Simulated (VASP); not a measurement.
Cu: single point with PBE

The system is Cu, a slab with vacuum.

```
Cu
1.0
     5.13324    0.00000    0.00000
    -2.56662    4.44552    0.00000
     0.00000    0.00000   22.12363
Cu
12
Cartesian
  1.2833 0.7409 4.0000
  0.0000 2.9637 4.0000
  3.8499 0.7409 4.0000
  2.5666 2.9637 4.0000
  0.0000 1.4818 6.0617
  -1.2833 3.7046 6.0617
  2.5666 1.4818 6.0617
  1.2833 3.7046 6.0617
  0.0000 0.0000 8.1236
  -1.2833 2.2228 8.1236
  2.5666 0.0000 8.1236
  1.2833 2.2228 8.1236
```

The slab is cut from a database's or a generator's crystal, which needn't be the stable form of the element.

The cell isn't the ideal one: the clean substrate in the cell of the map.

```yaml
Program: VASP 6.6.1
Task: single point
Functional: PBE
Potentials_or_basis: VASP PAW PBE potentials, release 64 (Cu)
Cutoff: 520 eV
k_mesh: 6 × 6 × 1
Occupations: gaussian, width 0.1 eV
Spin: no spin polarisation
Dipole_correction: yes
Further_INCAR_settings: ALGO = Fast; EDIFF = 1e-06; NBANDS = 78
```

```
Largest force                   : 0.024 eV/Å
Band gap on the k mesh          : none (metal or under the smearing width)
Work function of the upper face : 4.71 eV
Work function of the lower face : 4.70 eV
```

Forces in eV/Å, atoms in the order of the input:
```
Cu   0.000  0.000 -0.024
Cu   0.000  0.000 -0.024
Cu   0.000  0.000 -0.024
Cu   0.000  0.000 -0.024
Cu   0.000  0.000  0.000
Cu   0.000  0.000  0.000
Cu   0.000  0.000  0.000
Cu   0.000  0.000  0.000
Cu   0.000  0.000  0.024
Cu   0.000  0.000  0.024
Cu   0.000  0.000  0.024
Cu   0.000  0.000  0.024
```

Levels at points of the mesh, in eV from the Fermi level:
| k point | band 63 | band 64 | band 65 | band 66 | band 67 | band 68 | band 69 | band 70 |
| --- | --- | --- | --- | --- | --- | --- | --- | --- |
| (0.00, 0.00, 0.00) | -1.31 | 0.01 | 0.07 | 0.07 | 0.07 | 1.18 | 1.18 | 1.18 |
| (0.50, 0.00, 0.00) | -1.48 | -1.48 | 0.00 | 0.00 | 0.36 | 0.36 | 1.17 | 1.17 |

Wall time 6.6 min on 1 thread of AMD EPYC 9R45 (Zen 5), with other jobs on the host, peak memory 0.57 GiB.
